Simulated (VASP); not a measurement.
## Te: single point with PBE

Te:

```
CELL_PARAMETERS angstrom
2.30590 1.33131 1.69095
-2.30590 1.33131 1.69095
0.00000 -2.66263 1.69095
ATOMIC_POSITIONS crystal
Te 0.50000 0.50000 0.50000
```

This isn't the form of Te at room conditions, which is trigonal, of chains.

| Property | Result |
| --- | --- |
| Program | VASP 6.6.1 |
| Task | single point |
| Functional | PBE |
| Potentials or basis | VASP PAW PBE potentials, release 64 (Te) |
| Cutoff | 520 eV |
| k mesh | 9 × 9 × 9 |
| Occupations | gaussian, width 0.012 eV |
| Spin | no spin polarisation |
| Further INCAR settings | ALGO = Fast; EDIFF = 1e-06; NBANDS = 9 |

The pressure is 2.6 GPa and the band gap on the k mesh is none (metal or under the smearing width).

Stress tensor (GPa, compression positive):
```
2.73 0.00 0.00
0.00 2.73 0.00
0.00 0.00 2.44
```

Levels at points of the mesh, in eV from the Fermi level:
```
           k point  band 1  band 2  band 3  band 4  band 5  band 6  band 7
(0.00, 0.00, 0.00)  -13.98    0.95    1.43    1.43    6.05    6.05    6.71
```

It took 14 s on 1 thread of AMD EPYC 9R14 (Zen 4), on a shared host, peak memory 0.12 GiB.

The run has no spin-orbit coupling, so splittings on Te are missing.
